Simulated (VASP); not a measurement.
# From an Ansatz input to VASP: InP (zincblende)

Ansatz input

```yaml
crystal:
  lattice:
    - [0.0, 2.9537876445, 2.9537876445]
    - [2.9537876445, 0.0, 2.9537876445]
    - [2.9537876445, 2.9537876445, 0.0]
  atoms:
    - { symbol: In, position: [0.0, 0.0, 0.0] }
    - { symbol: P, position: [0.25, 0.25, 0.25] }
kpoints:
  mp_grid: { grid: [8, 8, 8] }
  band_path:
    path:
      - [0.0, 0.0, 0.0]
      - [0.5, 0.0, 0.5]
      - [0.5, 0.25, 0.75]
      - [0.375, 0.375, 0.75]
      - [0.5, 0.5, 0.5]
      - [0.625, 0.25, 0.625]
    npoints: 1
hamiltonian:
  xc: pbesol
scf:
  occupations: { method: fixed }
  n_extra_bands: 4
output:
  forces: true
  stress: true
  eigenvalues: true
```

Write VASP inputs for this cell and level of theory.



INCAR

```
IBRION = -1
ENCUT = 520
LASPH = .TRUE.
LREAL = .FALSE.
SIGMA = 0.01
NBANDS = 16
NSW = 0
PREC = Accurate
LCHARG = .FALSE.
LWAVE = .FALSE.
NELM = 120
EDIFF = 1E-7
ISIF = 2
ISMEAR = 0
GGA = PS
```

KPOINTS

```
KPOINTS created by Atomic Simulation Environment
0
Gamma
8 8 8
0 0 0
```

KPOINTS_OPT

```
special points
6
Reciprocal
0.0000000000 0.0000000000 0.0000000000 1
0.5000000000 0.0000000000 0.5000000000 1
0.5000000000 0.2500000000 0.7500000000 1
0.3750000000 0.3750000000 0.7500000000 1
0.5000000000 0.5000000000 0.5000000000 1
0.6250000000 0.2500000000 0.6250000000 1
```

POSCAR

```
In P
 1.0000000000000000
     0.0000000000000000    2.9537876444616966    2.9537876444616966
     2.9537876444616966    0.0000000000000000    2.9537876444616966
     2.9537876444616966    2.9537876444616966    0.0000000000000000
 In  P
   1   1
Cartesian
  0.0000000000000000  0.0000000000000000 -0.0000000000000000
  1.4768938222308481  1.4768938222308481  1.4768938222308481
```

VASP ran with the recommended PBE PAW datasets (18 valence electrons in the cell). Other inputs would serve too.

```
                             Ansatz      VASP
gap between bands v and c   0.49 eV   0.49 eV
         least direct gap   0.49 eV   0.49 eV
                 pressure  -1.0 GPa  -1.0 GPa
```

Datasets and cutoffs are each program's own. VASP's cell holds 18 valence electrons and Ansatz's 18. Ansatz's stress includes a Pulay correction; VASP's doesn't.
